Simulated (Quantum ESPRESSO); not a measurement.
**TePb: dielectric tensor with WC**

**Measured values to compare with.**

From a printed reference work, monograph, for a bulk crystal of TePb at 77 K: high-frequency dielectric constant 36.9.

The system is TePb.

```
Pb Te
1.0
     0.00000    3.23100    3.23100
     3.23100    0.00000    3.23100
     3.23100    3.23100    0.00000
Pb Te
1 1
Direct
  0.00000 0.00000 0.00000
  0.50000 0.50000 0.50000
```

| Item | Value |
| --- | --- |
| Program | Quantum ESPRESSO 7.5 |
| Task | dielectric tensor |
| Functional | WC |
| Potentials or basis | PseudoDojo 0.4.1 SR PBE standard |
| Cutoff | 1088 eV |
| Density cutoff | 4354 eV |
| k mesh | 4 × 4 × 4, shifted |
| Occupations | fermi-dirac, width 0.05 eV |
| Spin | no spin polarisation |
| Mixing beta | 0.5 |
| Most SCF iterations | 120 |
| SCF threshold | 4e-10 Ry |

The pressure is -0.3 GPa, the electronic dielectric tensor (diagonal) is 28.11 and the born charges (mean of the diagonal) is Pb +5.57; Te -5.44 e.

Levels at points of the mesh, in eV from the valence-band top:
| k point | band 11 | band 12 | band 13 | band 14 | band 15 | band 16 | band 17 | band 18 | band 19 | band 20 |
| --- | --- | --- | --- | --- | --- | --- | --- | --- | --- | --- |
| (0.12, 0.12, 0.12) | -11.76 | -5.92 | -1.13 | -1.13 | -0.94 | 3.42 | 3.62 | 3.62 | 5.77 | 6.25 |

Electronic dielectric tensor:
```
28.11  0.00  0.00
 0.00 28.11  0.00
 0.00  0.00 28.11
```

Born effective charge tensors (e):
atom 1, Pb
```
5.57 0.00 0.00
0.00 5.57 0.00
0.00 0.00 5.57
```
atom 2, Te
```
-5.44  0.00  0.00
 0.00 -5.44  0.00
 0.00  0.00 -5.44
```

It took 4.6 min on 1 thread of Arm Neoverse V1, with other jobs on the host, peak memory 0.11 GiB.

Against the measured high-frequency dielectric constant of TePb, 36.9 (77 K; a printed reference work, monograph), the calculated 28.11 is off by -23.8 %. 2 values of this kind are on record (32.8 to 36.9); this one was drawn at random.

Caveat: the mesh is thin for the dielectric tensor, Born charges and intensities, which usually come out too large; the potentials were made for another functional, which shifts forces and pressure; the Born charges break their sum rule by 0.13 e, a sign of too thin a mesh. The run has no spin-orbit coupling, so splittings on Pb, Te are missing.
